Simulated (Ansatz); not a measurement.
# B: what a guessed cell relaxes into

Aim: relax a trial structure of B and see where it ends.

Program: Ansatz 0.2.0. Level of theory: DFT PBE, scalar-relativistic, plane waves, PAW. These are calculated values, not measurements.

2 further runs of the same task are left out: 1 that didn't finish, 1 set aside as unsound or not needed.

## Step 1: The starting structure

It takes space group P6_3/mmc (No. 194, hexagonal). The conventional cell has a = 2.224 Å, b = 2.224 Å, c = 10.791 Å, α = 90.00°, β = 90.00°, γ = 120.00°. Around B (site symmetry 3m) lie 12 B at 2.20 to 2.22 Å. Around B (site symmetry -6m2) lie 12 B at 2.21 to 2.22 Å.

Structure file:

```
B
1.0
     2.22351    0.00000    0.00000
    -1.11176    1.92562    0.00000
     0.00000    0.00000   10.79086
B
6
Direct
  0.66667 0.33333 0.91724
  0.00000 0.00000 0.25000
  0.66667 0.33333 0.58276
  0.33333 0.66667 0.41724
  0.00000 0.00000 0.75000
  0.33333 0.66667 0.08276
```

The cell is invented: one element on all sites of the Tb type (P6_3/mmc, No. 194). The dimensions are guesses.

## Step 2: A first look at the guess

Contents of input.yaml:

```yaml
crystal:
  lattice:
    - [2.22351079, 0.0, 0.0]
    - [-1.1117554, 1.92561683, 0.0]
    - [0.0, 0.0, 10.7908627]
  atoms:
    - { symbol: B, position: [0.66666667, 0.33333333, 0.91723859] }
    - { symbol: B, position: [0.0, 0.0, 0.25] }
    - { symbol: B, position: [0.66666667, 0.33333333, 0.58276141] }
    - { symbol: B, position: [0.33333333, 0.66666667, 0.41723859] }
    - { symbol: B, position: [0.0, 0.0, 0.75] }
    - { symbol: B, position: [0.33333333, 0.66666667, 0.08276141] }
basis:
  ecutwfc: 420
kpoints:
  mp_grid: { grid: [12, 12, 2] }
hamiltonian:
  xc: pbe
scf:
  occupations: { method: gaussian, width: 0.1 }
  lower_state_search: "off"
output:
  forces: true
  stress: true
  eigenvalues: true
```

Command:

```bash
ansatz run input.yaml --threads 1 --pin off --max-ram 2560MiB --backend cpu --events-out ev --progress --plain --runs-dir out
```

Further runs follow: a loose first relaxation; relaxation on the finer mesh; the kicked end on a coarse mesh; rough relaxation on the coarse mesh (after the kick); full relaxation (after the kick).

**Question.** What will these runs give? Wanted: conventional cell; volume; energy over the standard state; gap on the mesh.

The runs gave:

| quantity | value |
| --- | --- |
| symmetry at the first end (tolerance 0.05 Å) | space group P6_3/mmc (No. 194) |
| conventional cell | a = 1.711 Å, b = 1.711 Å, c = 26.422 Å, α = 90.00°, β = 90.00°, γ = 120.00° |
| volume | 11.16 Å³/atom |
| energy over the standard state | +0.71 eV/atom |
| gap on the mesh | none (metal) |

The space group P6_3/mmc (No. 194) is kept, and the volume per atom grows by 45.0 % from the first guess. It lies above the element's standard state, so it is metastable at best. No finished test with a distortion of lower symmetry is shown, so the end may be a saddle point.
